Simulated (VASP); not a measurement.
# GaN (F-43m) in VASP: Born charges and dielectric tensor with LDA

Aim: the Born charges and dielectric tensor of GaN with LDA.

Program: VASP 6.6.1. These are calculated values, not measurements. Logs are shortened: lines on timing, memory, paths and dates and some standing lists are left out, and cuts for length are marked.

**The experiment to reproduce.**

A printed reference work, textbook reports, for a bulk crystal of GaN at 0 K: band gap 3.299 eV (direct).

How close the calculation comes is told below.

**1. The crystal as given**

Symmetry: F-43m, No. 216, cubic system. Conventional cell: a = 4.463 Å, b = 4.463 Å, c = 4.463 Å, α = 90.00°, β = 90.00°, γ = 90.00°. Ga (site symmetry -43m) is surrounded by 4 N at 1.93 Å. N (site symmetry -43m) is surrounded by 4 Ga at 1.93 Å.

The cell is a database's computed one.

**2. Born charges and dielectric tensor, LDA**

INCAR reads:

```
ALGO = Fast
EDIFF = 1E-8
ENCUT = 600
GGA = CA
IBRION = 8
ISIF = 2
ISMEAR = 0
LASPH = True
LCHARG = False
LEPSILON = True
LREAL = False
LWAVE = False
NELM = 100
NSW = 1
PREC = Accurate
SIGMA = 0.02
```

KPOINTS reads:

```
k-points
0
Gamma
  10 10 10
```

POSCAR reads:

```
GaN
1.0
    0.0000000000      2.2314300000      2.2314300000
    2.2314300000      0.0000000000      2.2314300000
    2.2314300000      2.2314300000      0.0000000000
Ga N
1 1
Direct
    0.0000000000      0.0000000000      0.0000000000
    0.2500000000      0.2500000000      0.2500000000
```

Potentials or basis: VASP PAW LDA potentials, release 64 (Ga_d, N).

Started as:

```sh
$ cat potpaw_LDA.64/Ga_d/POTCAR potpaw_LDA.64/N/POTCAR > POTCAR
$ mpirun -np 1 vasp_std > vasp.out
```

OUTCAR:

```text
EDIFF = 1E-8
   ENCUT = 600
   GGA = CA
   IBRION = 8
   ISIF = 2
   ISMEAR = 0
   LASPH = True
   LEPSILON = True
   LREAL = False
   NELM = 100
   NSW = 1
   PREC = Accurate

 ion  position               nearest neighbor table
   1  0.000  0.000  0.000-   2 1.93   2 1.93   2 1.93   2 1.93
   2  0.250  0.250  0.250-   1 1.93   1 1.93   1 1.93   1 1.93

  LATTYP: Found a face centered cubic cell.
 ALAT       =     4.4628600000

  Lattice vectors:

 A1 = (   0.0000000000,   2.2314300000,   2.2314300000)
 A2 = (   2.2314300000,   0.0000000000,   2.2314300000)
 A3 = (   2.2314300000,   2.2314300000,   0.0000000000)

Analysis of symmetry for initial positions (statically):
=====================================================================
 Subroutine PRICEL returns:
 Original cell was already a primitive cell.

 Routine SETGRP: Setting up the symmetry group for a
 face centered cubic supercell.

 Subroutine GETGRP returns: Found 24 space group operations
 (whereof 24 operations were pure point group operations)
 out of a pool of 48 trial point group operations.

The static configuration has the point symmetry T_d .

Analysis of symmetry for dynamics (positions and initial velocities):
=====================================================================
 Subroutine PRICEL returns:
 Original cell was already a primitive cell.

 Routine SETGRP: Setting up the symmetry group for a
 face centered cubic supercell.

 Subroutine GETGRP returns: Found 24 space group operations
 (whereof 24 operations were pure point group operations)
 out of a pool of 48 trial point group operations.

The dynamic configuration has the point symmetry T_d .

 Subroutine INISYM returns: Found 24 space group operations
 (whereof 24 operations are pure point group operations),
 and found     1 'primitive' translations

----------------------------------------------------------------------------------------

                                     Primitive cell

  volume of cell :      22.2218

  direct lattice vectors                    reciprocal lattice vectors
     0.000000000  2.231430000  2.231430000    -0.224071559  0.224071559  0.224071559
     2.231430000  0.000000000  2.231430000     0.224071559 -0.224071559  0.224071559
     2.231430000  2.231430000  0.000000000     0.224071559  0.224071559 -0.224071559

  length of vectors
     3.155718569  3.155718569  3.155718569     0.388103326  0.388103326  0.388103326

  position of ions in fractional coordinates (direct lattice)
     0.000000000  0.000000000  0.000000000
     0.250000000  0.250000000  0.250000000

  ion indices of the primitive-cell ions
   primitive index   ion index
                 1           1
                 2           2

----------------------------------------------------------------------------------------

 KPOINTS: k-points

Automatic generation of k-mesh.
 Grid dimensions read from file:
 generate k-points for:   10   10   10

 Generating k-lattice:

  Cartesian coordinates                     Fractional coordinates (reciprocal lattice)
    -0.022407156  0.022407156  0.022407156     0.100000000  0.000000000  0.000000000
     0.022407156 -0.022407156  0.022407156     0.000000000  0.100000000  0.000000000
     0.022407156  0.022407156 -0.022407156     0.000000000  0.000000000  0.100000000

  Length of vectors
     0.038810333  0.038810333  0.038810333

  Shift w.r.t. Gamma in fractional coordinates (k-lattice)
     0.000000000  0.000000000  0.000000000

 Subroutine IBZKPT returns following result:
 ===========================================

 Found     47 irreducible k-points:

 Following reciprocal coordinates:
            Coordinates               Weight
  0.000000  0.000000  0.000000      1.000000
  0.100000  0.000000  0.000000      8.000000
  0.200000  0.000000  0.000000      8.000000
  0.300000  0.000000  0.000000      8.000000
[... 489 lines left out ...]
     0.000000000  2.231430000  2.231430000    -0.224071559  0.224071559  0.224071559
     2.231430000  0.000000000  2.231430000     0.224071559 -0.224071559  0.224071559
     2.231430000  2.231430000  0.000000000     0.224071559  0.224071559 -0.224071559

 POSITION                                       TOTAL-FORCE (eV/Angst)
 -----------------------------------------------------------------------------------
      0.00000      0.00000      0.00000        -0.000000     -0.000000     -0.000000
      1.11572      1.11572      1.11572         0.000000      0.000000      0.000000
 -----------------------------------------------------------------------------------
    total drift:                               -0.000000     -0.000000      0.000000

  FREE ENERGIE OF THE ION-ELECTRON SYSTEM (eV)
  ---------------------------------------------------
  free  energy   TOTEN  =       -13.9445614874 eV

  energy  without entropy=      -13.9445614874  energy(sigma->0) =      -13.94456149

 HEAD OF MICROSCOPIC STATIC DIELECTRIC TENSOR (INDEPENDENT PARTICLE, excluding Hartree and local field effects)
 ------------------------------------------------------
           6.010899     0.000000    -0.000000
           0.000000     6.010899     0.000000
           0.000000     0.000000     6.010899
 ------------------------------------------------------

 Free energy of the ion-electron system (eV)
  ---------------------------------------------------
  ---------------------------------------------------
  free energy    TOTEN  =        -0.30962686 eV

  energy without entropy =       -0.30962686

------------------------ aborting loop because EDIFF is reached ----------------------------------------

--------------------------------------- Ionic step        2  -------------------------------------------

------------------------ aborting loop because EDIFF is reached ----------------------------------------

--------------------------------------- Ionic step        3  -------------------------------------------

------------------------ aborting loop because EDIFF is reached ----------------------------------------

 PIEZOELECTRIC TENSOR FIELD DIRECTION 3  (e Angst)
 -----------------------------------------------------------------------------
    -0.00111 -1.40527  0.00000           ( -0.00001 -0.10988  0.00000)
    -1.40527 -0.00111  0.00000           ( -0.10988 -0.00001  0.00000)
     0.00000  0.00000  0.00111           (  0.00000  0.00000 -0.00000)

 PIEZOELECTRIC TENSOR FIELD DIRECTION 3  (C/m^2)
 -----------------------------------------------------------------------------
    -0.00080 -1.01319  0.00000
    -1.01319 -0.00080  0.00000
     0.00000  0.00000  0.00080

--------------------------------------- Ionic step        4  -------------------------------------------

------------------------ aborting loop because EDIFF is reached ----------------------------------------

[... ionic steps 5 to 6 ...]

--------------------------------------- Ionic step        7  -------------------------------------------

 Free energy of the ion-electron system (eV)
  ---------------------------------------------------
  ---------------------------------------------------
  free energy    TOTEN  =        -0.22938814 eV

  energy without entropy =       -0.22938814

------------------------ aborting loop because EDIFF is reached ----------------------------------------

 INTERNAL STRAIN TENSOR  FOR ION    2  DIRECTION 1   (eV/Angst):
 -----------------------------------------------------------------------------
     0.00305  0.00000  0.00000
     0.00000 -0.00507 -9.12011
     0.00000 -9.12011 -0.00507

 MACROSCOPIC STATIC DIELECTRIC TENSOR (including local field effects in DFT)
 ------------------------------------------------------
           5.787675    -0.000000     0.000000
           0.000000     5.787675     0.000000
          -0.000000    -0.000000     5.787675
 ------------------------------------------------------

 PIEZOELECTRIC TENSOR (including local field effects)  for field in x, y, z        (e  Angst)
          XX          YY          ZZ          XY          YZ          ZX
  --------------------------------------------------------------------------------
  x    -0.00000    -0.00000    -0.00000     0.00000    -1.40685     0.00000
  y     0.00000    -0.00000     0.00000     0.00000     0.00000    -1.40685
  z     0.00000     0.00000    -0.00000    -1.40685     0.00000     0.00000

 PIEZOELECTRIC TENSOR (including local field effects)  for field in x, y, z        (C/m^2)
          XX          YY          ZZ          XY          YZ          ZX
  --------------------------------------------------------------------------------
  x    -0.00000    -0.00000    -0.00000     0.00000    -1.01433     0.00000
  y     0.00000    -0.00000     0.00000     0.00000     0.00000    -1.01433
  z     0.00000     0.00000    -0.00000    -1.01433     0.00000     0.00000

 BORN EFFECTIVE CHARGES (including local field effects) (in |e|, cummulative output)
 ---------------------------------------------------------------------------------
 ion    1
    1     2.62825     0.00000     0.00000
    2     0.00000     2.62825     0.00000
    3     0.00000    -0.00000     2.62825
 ion    2
    1    -2.62825     0.00000    -0.00000
    2    -0.00000    -2.62825    -0.00000
    3     0.00000     0.00000    -2.62825

 INTERNAL STRAIN TENSOR FOR ION    2 for displacements in x,y,z  (eV/Angst):
          X           Y           Z          XY          YZ          ZX
  --------------------------------------------------------------------------------
  x    -0.00000     0.00000     0.00000     0.00000    -9.12011     0.00000
  y    -0.00000    -0.00000    -0.00000     0.00000     0.00000    -9.12011
  z     0.00000     0.00000    -0.00000    -9.12011     0.00000     0.00000

 SECOND DERIVATIVES (NOT SYMMETRIZED)
 ------------------------------------
               1X          1Y          1Z          2X          2Y          2Z
  1X   -13.104716    0.000000    0.000000   13.104716    0.000000    0.000000
  1Y     0.000000  -13.104716    0.000000    0.000000   13.104716    0.000000
  1Z     0.000000    0.000000  -13.104716    0.000000    0.000000   13.104716
  2X    13.127409    0.000000    0.000000  -13.127409    0.000000    0.000000
  2Y     0.000000   13.127409    0.000000    0.000000  -13.127409    0.000000
  2Z     0.000000    0.000000   13.127409    0.000000    0.000000  -13.127409

 Eigenvectors and eigenvalues of the dynamical matrix
 ----------------------------------------------------

   1 f  =   16.585742 THz   104.211288 2PiTHz  553.240787 cm-1    68.593085 meV
             X         Y         Z           dx          dy          dz
      0.000000  0.000000  0.000000     0.000000    0.408641    0.000000
      1.115715  1.115715  1.115715     0.000000   -0.912695    0.000000
[... 21 lines left out ...]
   6 f/i=    0.005351 THz     0.033623 2PiTHz    0.178501 cm-1     0.022131 meV
             X         Y         Z           dx          dy          dz
      0.000000  0.000000  0.000000     0.000000    0.000000    0.912695
      1.115715  1.115715  1.115715     0.000000    0.000000    0.408641

--------------------------------------------------------------------------------------------------------

 MACROSCOPIC STATIC DIELECTRIC TENSOR IONIC CONTRIBUTION
 ------------------------------------------------------
           4.288589     0.000000    -0.000000
           0.000000     4.288589    -0.000000
          -0.000000    -0.000000     4.288589
 ------------------------------------------------------

 ELASTIC MODULI CONTR FROM IONIC RELAXATION (kBar)
 Direction    XX          YY          ZZ          XY          YZ          ZX
 --------------------------------------------------------------------------------
 XX          -0.0000     -0.0000     -0.0000      0.0000      0.0000     -0.0000
 YY          -0.0000     -0.0000     -0.0000      0.0000      0.0000      0.0000
 ZZ          -0.0000     -0.0000     -0.0000      0.0000      0.0000     -0.0000
 XY           0.0000      0.0000      0.0000   -425.1667      0.0000      0.0000
 YZ           0.0000      0.0000      0.0000      0.0000   -425.1667     -0.0000
 ZX          -0.0000      0.0000     -0.0000      0.0000     -0.0000   -425.1667
 --------------------------------------------------------------------------------

 PIEZOELECTRIC TENSOR IONIC CONTR  for field in x, y, z        (C/m^2)
          XX          YY          ZZ          XY          YZ          ZX
  --------------------------------------------------------------------------------
  x    -0.00000    -0.00000    -0.00000    -0.00000     1.27060     0.00000
  y     0.00000    -0.00000     0.00000    -0.00000     0.00000     1.27060
  z    -0.00000    -0.00000    -0.00000     1.27060    -0.00000    -0.00000
```

Run time: 5.3 min. Hardware: 1 thread of Intel Xeon 6975P-C (Granite Rapids), shared host; peak memory 0.28 GiB.

What came out:

| Property | Result |
| --- | --- |
| Band gap on the k mesh | 1.94 eV, direct |
| Electronic dielectric tensor (diagonal) | 5.79 |
| Born charges (mean of the diagonal) | Ga +2.63; N -2.63 e |
| Highest phonon frequency at Γ, LO-TO splitting left out | 553 cm⁻¹ |

Levels at points of the mesh, in eV from the valence-band top:
```csv
k point,band 7,band 8,band 9,band 10,band 11,band 12
"(0.00, 0.00, 0.00)",0.00,0.00,0.00,1.94,10.29,10.29
"(0.50, 0.00, 0.00)",-7.32,-1.02,-1.02,4.75,8.74,10.36
"(0.50, 0.50, 0.00)",-6.33,-2.84,-2.84,3.26,6.66,11.71
```

Phonon frequencies in cm⁻¹ (negative: imaginary):
```csv
q point,frequencies
"(0.000, 0.000, 0.000)",0 0 0 553 553 553
```

Electronic dielectric tensor:
```
5.79 0.00 0.00
0.00 5.79 0.00
0.00 0.00 5.79
```

Born effective charge tensors (e):
atom 1, Ga
```
2.63 0.00 0.00
0.00 2.63 0.00
0.00 0.00 2.63
```
atom 2, N
```
-2.63  0.00  0.00
 0.00 -2.63  0.00
 0.00  0.00 -2.63
```

**3. How close it comes**

Step 2. A measured gap of GaN is 3.299 eV (direct; 0 K; a printed reference work, textbook); the calculated 1.94 eV misses it by -1.36 eV. Spin-orbit coupling on Ga is left out. The value is that of LDA, without temperature or zero-point motion. Semilocal functionals fall short of measured gaps as a rule. The cell is a database's relaxed one, not the measured one, which moves gaps too.
